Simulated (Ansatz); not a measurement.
Crystal: ZnS (Wurtzite-6H).

```xyz
12
Lattice="3.8120 0.0000 0.0000 -1.9060 3.3013 0.0000 0.0000 0.0000 18.6900" Properties=species:S:1:pos:R:3 pbc="T T T"
Zn    0.0000    2.2009   15.5749
Zn    1.9060    1.1004    6.2299
Zn    1.9060    1.1004   12.4601
Zn    0.0000    2.2009    3.1151
Zn    0.0000    0.0000    9.3450
Zn    0.0000    0.0000    0.0000
S     0.0000    2.2009   17.9112
S     1.9060    1.1004    8.5662
S     1.9060    1.1004   14.7963
S     0.0000    2.2009    5.4513
S     0.0000    0.0000   11.6812
S     0.0000    0.0000    2.3362
```

Base run:

| Item | Value |
| --- | --- |
| Program | Ansatz 0.2.0 |
| Functional | rPW86-PBE |
| Potentials or basis | Ansatz PAW |
| Cutoff | 420 eV |
| Density cutoff | 1680 eV |
| k mesh | 8 × 8 × 2 |
| Occupations | fermi-dirac, width 0.05 eV |
| Spin | no spin polarisation |

Its results: band gap on the k mesh 2.06 eV, direct; pressure 4.7 GPa; largest force 0.038 eV/Å.

**Question.** After a change of settings the same cell gave: band gap on the k mesh 2.29 eV, direct; pressure 4.0 GPa; largest force 0.029 eV/Å. Which change was it?
A. functional from rPW86-PBE to PBE; potentials or basis from Ansatz PAW to Ansatz PAW earlier set; cutoff from 420 eV to 800 eV; density cutoff from 1680 eV to 3200 eV; valence electrons from 108 to 156
B. functional from rPW86-PBE to PBEsol
C. functional from rPW86-PBE to revPBE
D. functional from rPW86-PBE to PBE

**Answer.** C.

Caveats: the potentials were made for another functional, which shifts forces and pressure; the cell's inner coordinates are idealised or old, which leaves forces on the atoms; the PAW data sets come from PBE, with cores solved anew for the run's functional, which leaves a small shift of forces and pressure.

Not every run made on this cell is shown here.
